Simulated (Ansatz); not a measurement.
Here is an Ansatz 0.2.0 calculation.

The input input.yaml:

```yaml
crystal:
  lattice:
    - [4.8126997814, 0.0, 0.0]
    - [0.0, 4.87188446, 0.0]
    - [-0.8628854487, 0.0, 4.9665942755]
  atoms:
    - { symbol: Ti, position: [0.27743526, 0.05280836, 0.21314827] }
    - { symbol: Ti, position: [0.72256474, 0.55280836, 0.28685173] }
    - { symbol: Ti, position: [0.72256474, 0.94719164, 0.78685173] }
    - { symbol: Ti, position: [0.27743526, 0.44719164, 0.71314827] }
    - { symbol: O, position: [0.06383822, 0.17696552, 0.85155674] }
    - { symbol: O, position: [0.93616178, 0.67696552, 0.64844326] }
    - { symbol: O, position: [0.93616178, 0.82303448, 0.14844326] }
    - { symbol: O, position: [0.06383822, 0.32303448, 0.35155674] }
    - { symbol: O, position: [0.44536099, 0.75763174, 0.46677186] }
    - { symbol: O, position: [0.55463901, 0.25763174, 0.03322814] }
    - { symbol: O, position: [0.55463901, 0.24236826, 0.53322814] }
    - { symbol: O, position: [0.44536099, 0.74236826, 0.96677186] }
hamiltonian:
  xc: pbe
  pseudopotentials: { kind: paw }
kpoints:
  mp_grid: { grid: [6, 6, 6] }
  band_path:
    path:
      - [[0.0, 0.0, 0.0], [0.0, 0.0, 0.5], [-0.4309152065, 0.0, 0.5772602652], [-0.5, 0.0, 0.5], [-0.5, 0.5, 0.5], [-0.5690847935, 0.5, 0.4227397348], [-0.5, 0.5, 0.0], [-0.5, 0.0, 0.0], [-0.5690847935, 0.0, 0.4227397348]]
      - [[-0.4309152065, 0.5, 0.5772602652], [0.0, 0.5, 0.5], [0.0, 0.5, 0.0]]
      - [[0.0, 0.0, 0.5], [0.0, 0.5, 0.5]]
    npoints: 10
scf:
  occupations: { method: fermi_dirac, width: 0.05 }
  n_extra_bands: 30
output:
  forces: true
  stress: true
  eigenvalues: true
  fatbands: false
  write_density: true
  write_potential: true
  elf: true
  volumetric_format: npy
```

Potentials or basis: Ansatz PAW.

Run with:

```sh
$ ansatz run input.yaml --threads 4 --pin off --max-ram 11264MiB --backend cpu --events-out ev --progress --plain --runs-dir out
```

Estimate the largest force.

0.122 eV/Å.

Estimate the band gap on the k mesh.

2.30 eV, indirect (least direct gap 2.37 eV).

Predict the pressure.

4.1 GPa.

Stress tensor (GPa, compression positive):
```
3.97 0.00 0.01
0.00 4.10 0.00
0.01 0.00 4.23
```

Caveat: the pressure holds a Pulay correction of +0.8 GPa for the finite cutoff. Expect the measured gap to be larger: semilocal functionals such as PBE lack the derivative discontinuity.
